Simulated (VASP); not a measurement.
Here is a VASP 6.6.1 calculation.

Contents of INCAR:

```
PREC = Accurate ; ENCUT = 600
EDIFF = 1E-6 ; ISMEAR = 0
SIGMA = 0.03 ; LREAL = False
LASPH = True ; NELM = 80
ALGO = Normal ; ISIF = 3
LWAVE = False ; LCHARG = False
GGA = PE ; IVDW = 12
IBRION = 2 ; NSW = 90
EDIFFG = -0.01
```

The input KPOINTS:

```
regular mesh
0
Gamma
  8 8 8
```

POSCAR

```
KCl
1.0
    0.0000000000      3.1464700000      3.1464700000
    3.1464700000      0.0000000000      3.1464700000
    3.1464700000      3.1464700000      0.0000000000
K Cl
1 1
Direct
    0.0000000000      0.0000000000      0.0000000000
    0.5000000000      0.5000000000      0.5000000000
```

Potentials or basis: VASP PAW PBE potentials, release 64 (K_sv, Cl).

Command:

```bash
$ cat potpaw_PBE.64/K_sv/POTCAR potpaw_PBE.64/Cl/POTCAR > POTCAR
$ mpirun -np 1 vasp_std > vasp.out
```

(1) Estimate the dispersion energy per atom.

(2) Predict the band gap on the k mesh.

(3) What does it give for the space group after relaxing (to 0.05 Å)?

(4) Predict the relaxed volume.

Answers

(1) -0.196 eV.

(2) 5.22 eV, direct.

(3) Fm-3m (No. 225).

(4) 30.89 Å³/atom.
